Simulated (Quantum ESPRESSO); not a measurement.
TePb:

```
CELL_PARAMETERS angstrom
0.00000 3.23100 3.23100
3.23100 0.00000 3.23100
3.23100 3.23100 0.00000
ATOMIC_POSITIONS crystal
Pb 0.00000 0.00000 0.00000
Te 0.50000 0.50000 0.50000
```

```yaml
Program: Quantum ESPRESSO 7.5
Task: phonons
Functional: PBE
Potentials_or_basis: GBRV 1.5 PBE
Cutoff: 612 eV
Density_cutoff: 4898 eV
k_mesh: 6 × 6 × 6, shifted
Occupations: fermi-dirac, width 0.05 eV
Spin: no spin polarisation
Mixing_beta: 0.5
Most_SCF_iterations: 120
SCF_threshold: 4e-10 Ry
```

The cell and the atoms were relaxed first, to 35.29 Å³/atom (a = 4.639 Å, b = 4.639 Å, c = 4.639 Å, α = 60.00°, β = 60.00°, γ = 60.00°), and the response was taken there.

The first run showed a gap, so the response started from a second, tighter run with fixed occupations.

Task: What is the highest optical frequency at the zone centre, leaving out the macroscopic field of polar modes?

Result: 25 cm⁻¹, a mode of symmetry T1u (IR). With the field the highest mode lies at 107 cm⁻¹.

Optical modes at Γ, degenerate ones joined, polar ones without the macroscopic field:
| cm⁻¹ | components | symmetry | active in | IR intensity, summed ((D/Å)²/amu) |
| --- | --- | --- | --- | --- |
| 25 | 3 | T1u | IR | 28.91 |

Zone-centre frequencies without and with the macroscopic field along z (cm⁻¹):
|  | optical modes in rising order |
| --- | --- |
| without | 25 25 25 |
| with the field | 25 25 107 |
